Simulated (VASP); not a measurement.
# Hf (Im-3m) in VASP: equation of state, part 2 of 2

VASP 6.6.1.

## 3. Equation of state, PBE, 22.58 Å³/atom (volume scaled by 0.96)

File INCAR:

```
ALGO = Normal
EDIFF = 1E-7
ENCUT = 520
GGA = PE
ISIF = 2
ISMEAR = -1
LASPH = T
LCHARG = F
LREAL = F
LWAVE = F
NBANDS = 11
NELM = 60
PREC = Accurate
SIGMA = 0.05
```

File KPOINTS:

```
k-points
0
Gamma
  10 10 10
```

File POSCAR:

```
Hf
1.0
   -1.7806051177      1.7806051177      1.7806051177
    1.7806051177     -1.7806051177      1.7806051177
    1.7806051177      1.7806051177     -1.7806051177
Hf
1
Direct
    0.0000000000      0.0000000000      0.0000000000
```

Potentials or basis: VASP PAW PBE potentials, release 64 (Hf_pv).

Run with:

```console
$ cat potpaw_PBE.64/Hf_pv/POTCAR > POTCAR
$ mpirun -np 1 vasp_std > vasp.out
```

It took 7.9 s on 1 thread of Intel Xeon Platinum 8488C (Sapphire Rapids), shared host; peak memory 0.14 GiB.

Results (log left out):

* Free energy: -9.7517 eV
* Pressure: -1.5 GPa
* Band gap on the k mesh: none (metal or under the smearing width)

## 4. Equation of state, PBE, 23.05 Å³/atom (volume scaled by 0.98)

File INCAR:

```
SYSTEM = Hf
ALGO     = Normal         ! electronic algorithm
EDIFF    = 1E-7           ! SCF threshold, eV
ENCUT    = 520            ! plane-wave cutoff, eV
GGA      = PE             ! functional
ISIF     = 2              ! what is computed and relaxed
ISMEAR   = -1             ! smearing method
LASPH    = .True.         ! aspherical terms in the spheres
LCHARG   = .False.        ! write CHGCAR
LREAL    = .False.        ! projectors in reciprocal space
LWAVE    = .False.        ! write WAVECAR
NBANDS   = 11             ! bands
NELM     = 60             ! most SCF steps
PREC     = Accurate       ! precision mode
SIGMA    = 0.05           ! smearing width, eV
```

File KPOINTS:

```
k-points
0
Gamma
  10 10 10
  0 0 0
```

File POSCAR:

```
Hf
1.0
   -1.7928855410      1.7928855410      1.7928855410
    1.7928855410     -1.7928855410      1.7928855410
    1.7928855410      1.7928855410     -1.7928855410
Hf
1
Direct
    0.0000000000      0.0000000000      0.0000000000
```

Run with:

```console
$ cat potpaw_PBE.64/Hf_pv/POTCAR > POTCAR
$ mpirun -np 1 vasp_std > vasp.out
```

Wall time 9.6 s (1 thread of Intel Xeon Platinum 8488C (Sapphire Rapids), shared host); peak memory 0.14 GiB.

Results (log left out):

* Free energy: -9.7444 eV
* Pressure: -3.5 GPa
* Band gap on the k mesh: none (metal or under the smearing width)

## 5. Equation of state, PBE, 23.99 Å³/atom (volume scaled by 1.02)

File INCAR:

```
SYSTEM = Hf
PREC = Accurate ; ENCUT = 520
EDIFF = 1E-7 ; ISMEAR = -1
SIGMA = 0.05 ; LREAL = .False.
LASPH = .True. ; NELM = 100
ALGO = Normal ; ISIF = 2
LWAVE = .False. ; LCHARG = .False.
GGA = PE ; NBANDS = 11
```

File KPOINTS:

```
Automatic mesh
0
Gamma
  10 10 10
  0 0 0
```

File POSCAR:

```
Hf
1.0
   -1.8169539908      1.8169539908      1.8169539908
    1.8169539908     -1.8169539908      1.8169539908
    1.8169539908      1.8169539908     -1.8169539908
Hf
1
Direct
    0.0000000000      0.0000000000      0.0000000000
```

Run with:

```console
$ cat potpaw_PBE.64/Hf_pv/POTCAR > POTCAR
$ mpirun -np 1 vasp_std > vasp.out
```

It took 12 s on 1 thread of Intel Xeon Platinum 8488C (Sapphire Rapids), shared host; peak memory 0.13 GiB.

Results (log left out):

```yaml
Free_energy: -9.7139 eV
Pressure: -6.9 GPa
Band_gap_on_the_k_mesh: none (metal or under the smearing width)
```

## 6. Equation of state, PBE, 24.46 Å³/atom (volume scaled by 1.04)

File INCAR:

```
PREC = Accurate ; ENCUT = 520
EDIFF = 1E-7 ; ISMEAR = -1
SIGMA = 0.05 ; LREAL = False
LASPH = True ; NELM = 80
ALGO = Normal ; ISIF = 2
LWAVE = False ; LCHARG = False
GGA = PE ; NBANDS = 11
```

File KPOINTS:

```
regular mesh
0
Gamma
  10 10 10
```

File POSCAR:

```
Hf
1.0
   -1.8287527239      1.8287527239      1.8287527239
    1.8287527239     -1.8287527239      1.8287527239
    1.8287527239      1.8287527239     -1.8287527239
Hf
1
Direct
    0.0000000000      0.0000000000      0.0000000000
```

Potentials or basis: VASP PAW PBE potentials, release 64 (Hf_pv).

Run with:

```console
$ cat potpaw_PBE.64/Hf_pv/POTCAR > POTCAR
$ mpirun -np 1 vasp_std > vasp.out
```

OUTCAR:

```text
PREC = Accurate
   ENCUT = 520
   EDIFF = 1E-7
   ISMEAR = -1
   LREAL = False
   LASPH = True
   NELM = 80
   ISIF = 2
   GGA = PE

 ion  position               nearest neighbor table
   1  0.000  0.000  0.000-

  LATTYP: Found a body centered cubic cell.
 ALAT       =     3.6575054478

  Lattice vectors:

 A1 = (  -1.8287527239,   1.8287527239,   1.8287527239)
 A2 = (   1.8287527239,  -1.8287527239,   1.8287527239)
[... 761 lines left out ...]
      9      11.5012      0.00000
     10      13.1776      0.00000
     11      13.1776      0.00000

 [... further k-points ...]

------------------------ aborting loop because EDIFF is reached ----------------------------------------

  FORCE on cell =-STRESS in cart. coord.  units (eV):
  Direction    XX          YY          ZZ          XY          YZ          ZX
  --------------------------------------------------------------------------------------
  -------------------------------------------------------------------------------------
  Total       -1.2684567     -1.2684567     -1.2684567      0.0000000      0.0000000      0.0000000
  in kB      -83.0732639    -83.0732639    -83.0732639      0.0000000      0.0000000      0.0000000
  external PRESSURE =     -83.0732639 kB  Pullay stress =       0.0000000 kB

 VOLUME and BASIS-vectors are now :
 -----------------------------------------------------------------------------
  energy-cutoff  :      520.00
  volume of cell :       24.46
      direct lattice vectors                 reciprocal lattice vectors
    -1.828752724  1.828752724  1.828752724     0.000000000  0.273410392  0.273410392
     1.828752724 -1.828752724  1.828752724     0.273410392  0.000000000  0.273410392
     1.828752724  1.828752724 -1.828752724     0.273410392  0.273410392  0.000000000

 POSITION                                       TOTAL-FORCE (eV/Angst)
 -----------------------------------------------------------------------------------
      0.00000      0.00000      0.00000         0.000000      0.000000      0.000000
 -----------------------------------------------------------------------------------
    total drift:                                0.000000      0.000000      0.000000

  FREE ENERGIE OF THE ION-ELECTRON SYSTEM (eV)
  ---------------------------------------------------
  free  energy   TOTEN  =        -9.6916268884 eV

  energy  without entropy=       -9.6746100312  energy(sigma->0) =       -9.68311846
```

stdout:

```text
POSCAR found type information on POSCAR Hf
 POSCAR found :  1 types and       1 ions
 scaLAPACK will be used
 LDA part: xc-table for (Slater+PW92), standard interpolation
 POSCAR, INCAR and KPOINTS ok, starting setup
 FFT: planning ... GRIDC
 FFT: planning ... GRID_SOFT
 FFT: planning ... GRID
 WAVECAR not read
 entering main loop
```

Wall time 8 s (1 thread of Intel Xeon Platinum 8488C (Sapphire Rapids), shared host); peak memory 0.14 GiB.

Results:

```yaml
Free_energy: -9.6916 eV
Pressure: -8.3 GPa
Band_gap_on_the_k_mesh: none (metal or under the smearing width)
```

## 7. Equation of state, PBE, 24.93 Å³/atom (volume scaled by 1.06)

File INCAR:

```
SYSTEM = Hf
ALGO = Normal ; EDIFF = 1E-7
ENCUT = 520 ; GGA = PE
ISIF = 2 ; ISMEAR = -1
LASPH = .TRUE. ; LCHARG = .FALSE.
LREAL = .FALSE. ; LWAVE = .FALSE.
NBANDS = 11 ; NELM = 80
PREC = Accurate ; SIGMA = 0.05
```

File KPOINTS:

```
k-points
0
G
  10 10 10
  0 0 0
```

File POSCAR:

```
Hf
1.0
   -1.8404011445      1.8404011445      1.8404011445
    1.8404011445     -1.8404011445      1.8404011445
    1.8404011445      1.8404011445     -1.8404011445
Hf
1
Direct
    0.0000000000      0.0000000000      0.0000000000
```

Run with:

```console
$ cat potpaw_PBE.64/Hf_pv/POTCAR > POTCAR
$ mpirun -np 1 vasp_std > vasp.out
```

Wall time 8.1 s (1 thread of Intel Xeon Platinum 8488C (Sapphire Rapids), shared host); peak memory 0.14 GiB.

It converged, with:

| Property | Result |
| --- | --- |
| Free energy | -9.6653 eV |
| Pressure | -9.6 GPa |
| Band gap on the k mesh | none (metal or under the smearing width) |

## 8. Equation of state, PBE

No new run: the results of the series are fitted here.

Results:

```yaml
Equilibrium_volume: 22.25 Å³/atom
Bulk_modulus: 104 GPa
Pressure_derivative_of_the_bulk_modulus: 3.7
```

Energy against volume, from the lowest point:
```
volume (Å³/atom)  energy (meV/atom)
          22.112               0.00
          22.582               1.31
          23.052               8.63
          23.523              21.42
          23.993              39.16
          24.464              61.40
          24.934              87.70
```

The run has no spin-orbit coupling, so splittings on Hf are missing.
